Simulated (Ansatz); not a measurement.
LiF, NaF, KF: one prototype (zincblende), with Li, Na, K on the same site. Each was relaxed with r2SCAN in the plane-wave code Ansatz, and the gaps are read on those cells (d direct, i indirect). Simulated, non-magnetic, generated structures, which need not be known phases.

| compound | a (Å) | gap, r2SCAN (eV) | gap, HSE06 (eV) | gap, PBE0 (eV) | mean ε∞, r2SCAN |
| --- | --- | --- | --- | --- | --- |
| LiF | 4.289 | 8.66 d (Γ) | 10.11 d (Γ) | 10.88 d (Γ) | 1.8 |
| NaF | 5.063 | 6.26 i (K–Γ (0.81) → Γ) | 7.66 d (Γ) | 8.44 d (Γ) | 1.7 |
| KF | 5.871 | 5.75 i (W → Γ) | 7.04 i (W → Γ) | 7.82 i (W → Γ) | 1.7 |

From LiF to NaF, a changes by +0.774 Å and the HSE06 gap by -2.45 eV. From NaF to KF, a changes by +0.808 Å and the HSE06 gap by -0.62 eV.

Where an edge lies off the special points, it is a point of the mesh or the k point where a search put PBE's edge or least direct gap, reused for the other functionals, whose own edges may lie a little apart.

The meshes of the hybrids are coarse, so their gaps aren't converged to the digits shown.
